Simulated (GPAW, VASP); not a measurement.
Given: the input of a run of GPAW 26.7.0 (ASE script) on TePt. Measurements of this composition are mostly on another form, of space group No. 166.

Contents of run.py:

```python
from ase.dft.bandgap import bandgap
from ase.io import read, write
from ase.units import GPa
from gpaw import GPAW, PW, setup_paths

setup_paths.insert(0, '.')

atoms = read('POSCAR')
atoms.set_initial_magnetic_moments([-0.07, 0.0])

calc = GPAW(mode=PW(600),
            xc='PBEsol',
            kpts={'size': (5, 5, 5), 'gamma': True},
            occupations={'name': 'methfessel-paxton', 'order': 0, 'width': 0.05},
            setups={'Pt': ':d,7.0'},
            nbands=22,
            convergence={'density': 1e-05, 'energy': 1e-05},
            maxiter=150,
            txt='gpaw.txt')
atoms.calc = calc
energy = atoms.get_potential_energy()
forces = atoms.get_forces()
stress = atoms.get_stress()
calc.write('gs.gpw')
write('result.traj', atoms)
print(f'Energy: {energy:.6f} eV')
print('Forces (eV/A):')
print(forces.round(4))
print('Stress (GPa):', (stress / GPa).round(3))
print('Moments:', calc.get_magnetic_moments().round(3))
print('Fermi level:', round(calc.get_fermi_level(), 4), 'eV')
print(f'Gap: {bandgap(calc)[0]:.4f} eV, direct: {bandgap(calc, direct=True)[0]:.4f} eV')
```

The input POSCAR:

```
TePt
1.0
    0.0000000000      3.2450425500      3.2450425500
    3.2450425500      0.0000000000      3.2450425500
    3.2450425500      3.2450425500      0.0000000000
Pt Te
1 1
Direct
    0.0000000000      0.0000000000      0.0000000000
    0.2500000000      0.2500000000      0.2500000000
```

Potentials or basis: PAW data sets generated in the run's folder for this functional, pw.

The run is started by

```bash
$ gpaw-setup -f PBEsol Pt Te
$ OMP_NUM_THREADS=1 python run.py
```

Problem. Translate it to VASP 6.6.1. Potentials or basis there: PBE PAW files Pt, Te, 520 eV.

Solution. As run (cutoffs and basis follow the program's own potentials, and thresholds, step limits or extra output files can differ):

The input INCAR:

```
PREC = Accurate ; ENCUT = 520
EDIFF = 1E-7 ; ISMEAR = 0
SIGMA = 0.05 ; LREAL = F
LASPH = T ; NELM = 60
ALGO = Fast ; ISIF = 2
LWAVE = F ; LCHARG = F
ISPIN = 2 ; MAGMOM = -0.07 0
LORBIT = 11 ; LMAXMIX = 4
LDAU = T ; LDAUTYPE = 2
LDAUL = 2 -1 ; LDAUU = 7 0
LDAUJ = 0 0 ; LDAUPRINT = 1
GGA = PS ; NBANDS = 19
```

File KPOINTS:

```
regular mesh
0
Gamma
  5 5 5
```

POSCAR

```
TePt
1.0
    0.0000000000      3.2450425500      3.2450425500
    3.2450425500      0.0000000000      3.2450425500
    3.2450425500      3.2450425500      0.0000000000
Pt Te
1 1
Direct
    0.0000000000      0.0000000000      0.0000000000
    0.2500000000      0.2500000000      0.2500000000
```

Potentials or basis: VASP PAW PBE potentials, release 64 (Pt, Te).

Command:

```sh
$ cat potpaw_PBE.64/Pt/POTCAR potpaw_PBE.64/Te/POTCAR > POTCAR
$ mpirun -np 1 vasp_std > vasp.out
```

Both were run:

|  | GPAW | VASP |
| --- | --- | --- |
| Pressure | -12.8 GPa | -14.3 GPa |
| Net moment | -0.23 μB per cell | -0.05 μB per cell |

The potentials hold 22 and 16 valence electrons a cell.

VASP's potentials were made for PBE.

The magnetic state is the one that the start led to; the real crystal's order can differ.

The cell lies far from this level's equilibrium.

How U acts hangs on each program's projectors.

Pressure is positive in compression.
